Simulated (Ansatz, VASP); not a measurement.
**One calculation of RbBr, two programs**

```xyz
2
Lattice="0.0000 4.1005 3.2921 4.1005 0.0000 3.2921 4.1005 4.1005 0.0000" Properties=species:S:1:pos:R:3 pbc="T T T"
Rb    0.0000    0.0000    0.0000
Br    2.0503    2.0503    1.6460
```

Change from the starting cell: epitaxial_xy strain +6.0%.

Alike in both runs: task single point; functional HSE06; k mesh 4 × 4 × 4; no spin polarisation.

```csv
,VASP,Ansatz
version,VASP 6.6.1,Ansatz 0.2.0
potentials or method,"VASP PAW PBE potentials, release 64 (Rb_sv, Br)","plane waves, PAW"
plane-wave cutoff (eV),520,420
occupations,"gaussian, width 0.01 eV",fixed
valence electrons in the cell,16,16
```

```tsv
	VASP	Ansatz	Ansatz less VASP
gap on the k mesh at the Fermi level (eV)	5.15	5.15	-0.003
pressure (GPa)	0.2	0.2	-0.01
largest component of the traceless stress (GPa)	0.09	0.09	-0.001
```

Ansatz warned: «stress_exchange_threshold_loose».

Caveats: the PAW data sets were made with another functional, which shifts forces and pressure a little (VASP). A k mesh can miss the band edges.
